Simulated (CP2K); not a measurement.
SnO2:

```
Sn O
1.0
     5.17526    0.00000    0.00000
     0.00000    5.17526    0.00000
     0.00000    0.00000    5.17526
Sn O
4 8
Direct
  0.00000 0.00000 0.00000
  0.50000 0.00000 0.50000
  0.50000 0.50000 0.00000
  0.00000 0.50000 0.50000
  0.66110 0.83890 0.16110
  0.83890 0.16110 0.66110
  0.16110 0.66110 0.83890
  0.33890 0.33890 0.33890
  0.66110 0.66110 0.66110
  0.83890 0.33890 0.16110
  0.16110 0.83890 0.33890
  0.33890 0.16110 0.83890
```

Measurements of this composition are mostly on another form, of space group No. 136.

- Program: CP2K 2026.2
- Task: single point
- Functional: PBE
- Potentials or basis: POTENTIAL_UZH Sn GTH-PBE-q4, O GTH-PBE-q6; TZVP-MOLOPT-PBE-GTH basis
- Density cutoff: 8163 eV
- k mesh: 5 × 5 × 5
- Occupations: fermi-dirac, width 0.05 eV
- Spin: no spin polarisation

On this cell: pressure 3.6 GPa; largest force 0.028 eV/Å; band gap on the k mesh 0.43 eV, indirect (least direct gap 0.45 eV).

The same run follows on a disturbed copy (atoms moved at random, drawn with an rms of 0.05 Å):

```
Sn O
1.0
     5.17526    0.00000    0.00000
     0.00000    5.17526    0.00000
     0.00000    0.00000    5.17526
Sn O
4 8
Direct
  0.99974 0.99340 0.01007
  0.50069 0.00198 0.50005
  0.50684 0.50589 0.99931
  0.00566 0.49915 0.50057
  0.66778 0.83518 0.16465
  0.83211 0.14984 0.66225
  0.16130 0.65851 0.84708
  0.34024 0.34106 0.33059
  0.66249 0.66050 0.65584
  0.84286 0.34446 0.16373
  0.14916 0.83166 0.34106
  0.33659 0.16670 0.83566
```

Q: What does the disturbed cell give?

A: The energy moves by +16.8 meV/atom; pressure 4.1 GPa; largest force 1.513 eV/Å; band gap on the k mesh 0.37 eV, indirect (least direct gap 0.42 eV).

Forces on the atoms (eV/Å):
```
Sn   0.160  0.950 -1.016
Sn  -0.434 -0.066 -0.061
Sn  -0.192 -0.538 -0.320
Sn  -0.456 -0.665  0.616
O   -0.744  0.302  0.038
O    0.858  0.734  0.184
O    0.010  0.073 -0.279
O   -0.025 -0.482  0.382
O   -0.152 -0.254  0.236
O   -0.041 -0.489 -0.293
O    1.224  0.818  0.344
O   -0.206 -0.310  0.116
```

Stress tensor (GPa, compression positive):
```
 4.26  0.32 -0.01
 0.32  3.94 -0.11
-0.01 -0.11  3.98
```

Caveats: spin-orbit coupling is left out, which moves the levels of the heavy elements; an odd mesh through Γ misses points on the zone boundary, where band edges often lie; the basis of atomic orbitals isn't converged, which shifts pressures, moduli and gaps.
